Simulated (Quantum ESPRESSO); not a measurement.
A run of Quantum ESPRESSO 7.5 is set up as follows.

Contents of pw.in:

```
&CONTROL
  calculation = 'scf'
  prefix = 'pwscf'
  outdir = './tmp'
  pseudo_dir = './pseudo'
  tprnfor = .true.
  tstress = .true.
  disk_io = 'nowf'
/
&SYSTEM
  ibrav = 0
  nat = 2
  ntyp = 2
  ecutwfc = 70
  nbnd = 20
  occupations = 'smearing'
  smearing = 'fd'
  degauss = 0.00367493
/
&ELECTRONS
  conv_thr = 4d-10
  electron_maxstep = 120
  mixing_beta = 0.5
/
ATOMIC_SPECIES
Hg   200.5920 Hg_ONCV_PBE-1.2.upf
Se    78.9710 Se_ONCV_PBE-1.2.upf
CELL_PARAMETERS angstrom
   0.0000000000    3.0390000000    3.0390000000
   3.0390000000    0.0000000000    3.0390000000
   3.0390000000    3.0390000000    0.0000000000
ATOMIC_POSITIONS crystal
Hg     0.0000000000    0.0000000000    0.0000000000
Se     0.7500000000    0.7500000000    0.7500000000
K_POINTS automatic
6 6 6 0 0 0
```

Potentials or basis: SG15 PBE 1.2.

Command:

```sh
$ OMP_NUM_THREADS=1 mpirun -n 2 pw.x -nk 2 -in pw.in > pw.out
```

(1) Predict the pressure.

(2) Estimate the band gap on the k mesh.

## Answers

(1) 4.7 GPa.

(2) none (metal or under the smearing width).

Caveat: the k mesh is coarse.
